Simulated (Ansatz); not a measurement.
# ZnS: the cost of one run

Computed with Ansatz 0.2.0 (DFT r2SCAN, scalar-relativistic, plane waves, PAW, unless a step's input says otherwise).

**1. The starting structure**

The structure is hexagonal, space group P6_3mc (No. 186). Conventional cell: a = 3.811 Å, b = 3.811 Å, c = 6.234 Å, α = 90.00°, β = 90.00°, γ = 120.00°. Zn (site symmetry 3m) is surrounded by 4 S at 2.31 to 2.40 Å. S (site symmetry 3m) has 4 Zn at 2.31 to 2.40 Å in its first shell of neighbours.

As a file:

```cif
data_structure
_symmetry_space_group_name_H-M 'P6_3mc'
_symmetry_Int_Tables_number 186
_cell_length_a 3.8110
_cell_length_b 3.8110
_cell_length_c 6.2340
_cell_angle_alpha 90.000
_cell_angle_beta 90.000
_cell_angle_gamma 120.000
_cell_volume 78.41
loop_
_atom_site_label
_atom_site_type_symbol
_atom_site_symmetry_multiplicity
_atom_site_Wyckoff_symbol
_atom_site_fract_x
_atom_site_fract_y
_atom_site_fract_z
_atom_site_occupancy
Zn1 Zn 2 b 0.33333 0.66667 0.00000 1
S1 S 2 b 0.33333 0.66667 0.61500 1
```

The cell is taken as given, not relaxed at this level.

**2. Zero of energy**

The cell is repeated 2 times, 8 atoms in all. Reference values: F = -16933.7374 eV; pressure 0.12 GPa; largest force 0.317 eV/Å; gap on the mesh 2.82 eV. It was computed beforehand with the settings of the runs below.

**3. Setting up pulling the crystal apart**

The cut lies on the cell's a–b face, a (0 0 1) plane of area 12.58 Å², between layers 2.40 Å apart (Zn below, S above); the cell is 12.5 Å thick. Vector c is lengthened by d along the normal with the atoms' Cartesian places fixed: one unrelaxed cut per cell.

**4. Point d = 1.00 Å**

Contents of input.yaml:

```yaml
crystal:
  lattice:
    - [-3.8109987816, 0.0, 0.0]
    - [-1.9054993908, -3.3004217586, 0.0]
    - [0.0, 0.0, 13.468]
  atoms:
    - { symbol: Zn, position: [0.3333333333, 0.3333333333, 0.8366464954] }
    - { symbol: Zn, position: [0.3333333333, 0.3333333333, 0.3737715325] }
    - { symbol: Zn, position: [0.6666666667, 0.6666666667, 0.1423340511] }
    - { symbol: Zn, position: [0.6666666667, 0.6666666667, 0.605209014] }
    - { symbol: S, position: [0.3333333333, 0.3333333333, 0.0891034304] }
    - { symbol: S, position: [0.3333333333, 0.3333333333, 0.5519783932] }
    - { symbol: S, position: [0.6666666667, 0.6666666667, 0.3205409118] }
    - { symbol: S, position: [0.6666666667, 0.6666666667, 0.7834158747] }
basis:
  ecutwfc: 500
kpoints:
  mp_grid: { grid: [7, 7, 2] }
hamiltonian:
  xc: r2scan
scf:
  occupations: { method: gaussian, width: 0.05 }
output:
  forces: true
  stress: true
  eigenvalues: true
  write_density: true
  write_potential: true
  elf: true
  volumetric_format: npy
```

Command:

```console
$ ansatz run input.yaml --threads 2 --pin off --max-ram 5120MiB --backend cpu --events-out ev --progress --plain --runs-dir out
```

Q: Estimate wall time and peak memory on 2 threads of Intel Xeon 6975P-C (Granite Rapids), shared host.

About 9.3 s, with a peak of 0.85 GiB.
